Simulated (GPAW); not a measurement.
Crystal: LiF (Griceite).

```xyz
2
Lattice="0.0000 2.0140 2.0140 2.0140 0.0000 2.0140 2.0140 2.0140 0.0000" Properties=species:S:1:pos:R:3 pbc="T T T"
F     2.0140    2.0140    2.0140
Li    0.0000    0.0000    0.0000
```

Program: GPAW 26.7.0. Alike in all runs: no spin polarisation; cell as given; k mesh 11 × 11 × 11; cutoff (eV) 800.

**Question.** Order these runs on this cell by their band gap on the k mesh, lowest first.
A. level LDA; potentials or basis PAW data sets generated in the run's folder for this functional, pw; smearing fermi-dirac 0.05 eV; band path GXWKGLUWLK,UX; band points 60
B. level PBEint; potentials or basis PAW data sets generated in the run's folder for this functional, pw; smearing fermi-dirac 0.05 eV; band path GXWKGLUWLK,UX; band points 100
C. level RPBE; potentials or basis the program's PAW data sets (release 1.2.1) made for this functional, pw; smearing gaussian 0.1 eV

**Answer.** A (8.82 eV), B (8.98 eV), C (9.33 eV).

Caveats: an odd mesh through Γ misses points on the zone boundary, where band edges often lie (some runs).
